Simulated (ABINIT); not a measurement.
# PtSe2 (Sudovikovite) (P-3m1) in ABINIT: equation of state

Aim: energy against volume of PtSe2 (Sudovikovite) in PBEsol, for its equilibrium volume and stiffness.

Program: ABINIT 10.8.3 (patched build). These are calculated values, not measurements. Logs are shortened: lines on timing, memory, paths and dates and some standing lists are left out, and cuts for length are marked. The log counts tension as positive stress, the text compression.

**1. Starting point**

It takes space group P-3m1 (No. 164, trigonal). The conventional cell has a = 3.724 Å, b = 3.724 Å, c = 5.062 Å, α = 90.00°, β = 90.00°, γ = 120.00°. Around Pt (site symmetry -3m) lie 6 Se at 2.49 Å. Se (site symmetry 3m) is surrounded by 3 Pt at 2.49 Å.

**2. Equation of state, PBEsol**

File run.abi:

```
# Datasets: one volume each
ndtset 7
getwfk -1
scalecart1 3*0.9795861087
scalecart2 3*0.9864848297
scalecart3 3*0.9932883884
scalecart4 3*1.0000000000
scalecart5 3*1.0066227096
scalecart6 3*1.0131594038
scalecart7 3*1.0196128224

# Pseudopotentials
pp_dirpath "./"
pseudos "Pt.upf, Se.upf"

# Structure
acell 3*1.0 Angstrom
rprim
     3.7240000000     0.0000000000     0.0000000000
    -1.8620000000     3.2250786037     0.0000000000
     0.0000000000     0.0000000000     5.0620000000
ntypat 2
znucl 78 34
natom 3
typat 1 2 2
xred
     0.0000000000     0.0000000000     0.0000000000
     0.6666666667     0.3333333333     0.7500000000
     0.3333333333     0.6666666667     0.2500000000

# Plane-wave basis
ecut 43.0

# k points
kptopt 1
ngkpt 8 8 5
nshiftk 1
shiftk 0.0 0.0 0.0

# Exchange and correlation
ixc -116133

# Bands and occupations
nband 30
occopt 3
tsmear 0.05 eV

# SCF cycle
nstep 100
tolvrs 1.0e-10

# Output
iomode 3
prtwf 1
prtden 0
prteig 0
prtebands 0
```

Potentials or basis: PseudoDojo NC SR PBEsol v0.4.1 standard.

On the command line:

```bash
$ abinit run.abi > log 2>&1
```

run.abo:

```text
.Version 10.8.3 of ABINIT
 DATASET    1 : space group P-3 m 1 (#164); Bravais hP (primitive hexag.)
================================================================================
 Values of the parameters that define the memory need for DATASET  1.
     intxc =       0    ionmov =       0      iscf =       7    lmnmax =       8
     lnmax =       8     mgfft =      60  mpssoang =       4    mqgrid =    3001
     natom =       3  nloc_mem =       1    nspden =       1   nspinor =       1
    nsppol =       1      nsym =      12    n1xccc =    2501    ntypat =       2
    occopt =       3   xclevel =       2
       mpw =        5219          nfft =      121500          nkpt =          40
================================================================================
================================================================================
[... 61 lines left out ...]
 DATASET    7 : space group P-3 m 1 (#164); Bravais hP (primitive hexag.)
================================================================================
 Values of the parameters that define the memory need for DATASET  7.
     intxc =       0    ionmov =       0      iscf =       7    lmnmax =       8
     lnmax =       8     mgfft =      60  mpssoang =       4    mqgrid =    3001
     natom =       3  nloc_mem =       1    nspden =       1   nspinor =       1
    nsppol =       1      nsym =      12    n1xccc =    2501    ntypat =       2
    occopt =       3   xclevel =       2
       mpw =        5881          nfft =      121500          nkpt =          40
================================================================================
================================================================================

--------------------------------------------------------------------------------
------------- Echo of variables that govern the present computation ------------
--------------------------------------------------------------------------------
 -outvars: echo values of preprocessed input variables --------
            acell      1.8897261259E+00  1.8897261259E+00  1.8897261259E+00 Bohr
              amu      1.95080000E+02  7.89600000E+01
             ecut      4.30000000E+01 Hartree
           getwfk          -1
              ixc     -116133
           jdtset        1    2    3    4    5    6    7
         kptrlatt        8    0    0      0    8    0      0    0    5
          kptrlen1     4.68525929E+01
          kptrlen2     4.71825516E+01
          kptrlen3     4.75079588E+01
          kptrlen4     4.78289682E+01
          kptrlen5     4.81457256E+01
          kptrlen6     4.84583690E+01
          kptrlen7     4.87670293E+01
            natom           3
            nband          30
           ndtset           7
            ngfft          45      45      60
             nkpt          40
            nstep         100
             nsym          12
           ntypat           2
           occopt           3
           prtden           0
        prtebands           0
           prteig           0
            rprim1     3.6479786688E+00  0.0000000000E+00  0.0000000000E+00
                      -1.8239893344E+00  3.1592421997E+00  0.0000000000E+00
                       0.0000000000E+00  0.0000000000E+00  4.9586648822E+00
            rprim2     3.6736695058E+00  0.0000000000E+00  0.0000000000E+00
                      -1.8368347529E+00  3.1814911171E+00  0.0000000000E+00
                       0.0000000000E+00  0.0000000000E+00  4.9935862079E+00
            rprim3     3.6990059584E+00  0.0000000000E+00  0.0000000000E+00
                      -1.8495029792E+00  3.2034331287E+00  0.0000000000E+00
                       0.0000000000E+00  0.0000000000E+00  5.0280258221E+00
            rprim4     3.7240000000E+00  0.0000000000E+00  0.0000000000E+00
                      -1.8620000000E+00  3.2250786037E+00  0.0000000000E+00
                       0.0000000000E+00  0.0000000000E+00  5.0620000000E+00
            rprim5     3.7486629706E+00  0.0000000000E+00  0.0000000000E+00
                      -1.8743314853E+00  3.2464373627E+00  0.0000000000E+00
                       0.0000000000E+00  0.0000000000E+00  5.0955241560E+00
            rprim6     3.7730056198E+00  0.0000000000E+00  0.0000000000E+00
                      -1.8865028099E+00  3.2675187153E+00  0.0000000000E+00
                       0.0000000000E+00  0.0000000000E+00  5.1286129020E+00
            rprim7     3.7970381506E+00  0.0000000000E+00  0.0000000000E+00
                      -1.8985190753E+00  3.2883314976E+00  0.0000000000E+00
                       0.0000000000E+00  0.0000000000E+00  5.1612801070E+00
          spgroup         164
           tolvrs      1.00000000E-10
           tsmear      1.83746611E-03 Hartree
            typat      1  2  2
           xangst1     0.0000000000E+00  0.0000000000E+00  0.0000000000E+00
                       1.8239893344E+00  1.0530807332E+00  3.7189986617E+00
                      -5.4163989548E-17  2.1061614664E+00  1.2396662206E+00
           xangst2     0.0000000000E+00  0.0000000000E+00  0.0000000000E+00
                       1.8368347529E+00  1.0604970390E+00  3.7451896560E+00
                      -3.0297843047E-16  2.1209940781E+00  1.2483965520E+00
           xangst3     0.0000000000E+00  0.0000000000E+00  0.0000000000E+00
                       1.8495029792E+00  1.0678110429E+00  3.7710193666E+00
                      -3.8178121212E-16  2.1356220858E+00  1.2570064555E+00
           xangst4     0.0000000000E+00  0.0000000000E+00  0.0000000000E+00
                       1.8620000000E+00  1.0750262012E+00  3.7965000000E+00
                      -4.6057765790E-16  2.1500524025E+00  1.2655000000E+00
           xangst5     0.0000000000E+00  0.0000000000E+00  0.0000000000E+00
                       1.8743314853E+00  1.0821457876E+00  3.8216431170E+00
                      -4.4848820380E-17  2.1642915752E+00  1.2738810390E+00
           xangst6     0.0000000000E+00  0.0000000000E+00  0.0000000000E+00
                       1.8865028099E+00  1.0891729051E+00  3.8464596765E+00
[... 10 lines left out ...]
            xcart3     0.0000000000E+00  0.0000000000E+00  0.0000000000E+00
                       3.4950540997E+00  2.0178704253E+00  7.1261938183E+00
                      -7.2146193093E-16  4.0357408506E+00  2.3753979394E+00
            xcart4     0.0000000000E+00  0.0000000000E+00  0.0000000000E+00
                       3.5186700464E+00  2.0315050985E+00  7.1743452370E+00
                      -8.7036563314E-16  4.0630101970E+00  2.3914484123E+00
            xcart5     0.0000000000E+00  0.0000000000E+00  0.0000000000E+00
                       3.5419731763E+00  2.0449591668E+00  7.2218588421E+00
                      -8.4751987588E-17  4.0899183336E+00  2.4072862807E+00
            xcart6     0.0000000000E+00  0.0000000000E+00  0.0000000000E+00
                       3.5649736464E+00  2.0582384944E+00  7.2687553430E+00
                      -5.7601973733E-16  4.1164769888E+00  2.4229184477E+00
            xcart7     0.0000000000E+00  0.0000000000E+00  0.0000000000E+00
                       3.5876810971E+00  2.0713486472E+00  7.3150543960E+00
                      -7.2488981844E-16  4.1426972944E+00  2.4383514653E+00
             xred      0.0000000000E+00  0.0000000000E+00  0.0000000000E+00
                       6.6666666667E-01  3.3333333333E-01  7.5000000000E-01
                       3.3333333333E-01  6.6666666667E-01  2.5000000000E-01
            znucl       78.00000   34.00000

================================================================================

 chkinp: Checking input parameters for consistency, jdtset=   1.

 chkinp: Checking input parameters for consistency, jdtset=   2.
[... 29 lines left out ...]
 getcut: wavevector=  0.0000  0.0000  0.0000  ngfft=  45  45  60
         ecut(hartree)=     43.000   => boxcut(ratio)=   2.16223

--- Pseudopotential description ------------------------------------------------
- pspini: atom type   1  psp file is ./Pt.upf
12 -116133 3 -1 1358                          pspcod,pspxc,lmax,lloc,mmax
     nproj     2     2     2     2

- pspini: atom type   2  psp file is ./Se.upf
12 -116133 2 -1 1198                          pspcod,pspxc,lmax,lloc,mmax
     nproj     2     2     2     0

   4.24485340E+03                                ecore*ucvol(ha*bohr**3)
--------------------------------------------------------------------------------

================================================================================

--- !BeginCycle
iteration_state: {dtset: 1, }
solver: {iscf: 7, nstep: 100, nline: 4, wfoptalg: 0, }
tolerances: {tolvrs: 1.00E-10, }
...
[... 1104 lines left out ...]
-Cartesian components of stress tensor (GPa)         [Pressure= -4.9116E+00 GPa]
- sigma(1 1)=  5.27833504E+00  sigma(3 2)=  0.00000000E+00
- sigma(2 2)=  5.27833504E+00  sigma(3 1)=  0.00000000E+00
- sigma(3 3)=  4.17826861E+00  sigma(2 1)=  0.00000000E+00

== END DATASET(S) ==============================================================
================================================================================

 -outvars: echo values of variables after computation  --------
            acell      1.8897261259E+00  1.8897261259E+00  1.8897261259E+00 Bohr
           etotal1    -3.7281430852E+02
           etotal2    -3.7281709769E+02
           etotal3    -3.7281892319E+02
           etotal4    -3.7281988990E+02
           etotal5    -3.7282009152E+02
           etotal6    -3.7281961161E+02
           etotal7    -3.7281852525E+02
            fcart1    -0.0000000000E+00  1.2027242806E-28 -0.0000000000E+00
                       7.8119233556E-29  7.5170267537E-29 -2.3412075342E-02
                      -7.8119233556E-29 -1.9544269560E-28  2.3412075342E-02
            fcart2     1.0343056978E-28  1.1943133461E-28 -1.1564823173E-18
                      -5.1715284891E-29  2.9857833653E-28 -1.7276496422E-02
                      -5.1715284891E-29 -4.1800967115E-28  1.7276496422E-02
            fcart3    -2.5680529746E-29 -1.4826660762E-29 -0.0000000000E+00
                       1.2840264873E-28 -1.0378662533E-28 -1.1651325058E-02
                      -1.0272211898E-28  1.1861328609E-28  1.1651325058E-02
            fcart4    -0.0000000000E+00 -0.0000000000E+00 -5.7824115866E-19
[... 52 lines left out ...]
           xangst3     0.0000000000E+00  0.0000000000E+00  0.0000000000E+00
                       1.8495029792E+00  1.0678110429E+00  3.7710193666E+00
                      -3.8178121212E-16  2.1356220858E+00  1.2570064555E+00
           xangst4     0.0000000000E+00  0.0000000000E+00  0.0000000000E+00
                       1.8620000000E+00  1.0750262012E+00  3.7965000000E+00
                      -4.6057765790E-16  2.1500524025E+00  1.2655000000E+00
           xangst5     0.0000000000E+00  0.0000000000E+00  0.0000000000E+00
                       1.8743314853E+00  1.0821457876E+00  3.8216431170E+00
                      -4.4848820380E-17  2.1642915752E+00  1.2738810390E+00
           xangst6     0.0000000000E+00  0.0000000000E+00  0.0000000000E+00
                       1.8865028099E+00  1.0891729051E+00  3.8464596765E+00
                      -3.0481651782E-16  2.1783458102E+00  1.2821532255E+00
           xangst7     0.0000000000E+00  0.0000000000E+00  0.0000000000E+00
                       1.8985190753E+00  1.0961104992E+00  3.8709600802E+00
                      -3.8359517207E-16  2.1922209984E+00  1.2903200267E+00
             xred      0.0000000000E+00  0.0000000000E+00  0.0000000000E+00
                       6.6666666667E-01  3.3333333333E-01  7.5000000000E-01
                       3.3333333333E-01  6.6666666667E-01  2.5000000000E-01
 Calculation completed.
```

Wall time 36 min (1 thread of Arm Neoverse V1, shared host); peak memory 0.23 GiB.

What came out:

| Quantity | Value |
| --- | --- |
| Equilibrium volume | 20.58 Å³/atom |
| Bulk modulus at fixed shape and positions | 127 GPa |
| Pressure derivative of the bulk modulus | 4.9 |

Energy against volume, from the lowest point:
```
volume (Å³/atom)  energy (meV/atom)
          19.049              52.45
          19.455              27.16
          19.860              10.60
          20.265               1.83
          20.671               0.00
          21.076               4.35
          21.481              14.21
```

Caveat: pressures at fixed basis lie under the slope of the energies; the cell was scaled at fixed shape and fractional positions, which overstates the stiffness of a crystal with free parameters, most of all of layers and chains.
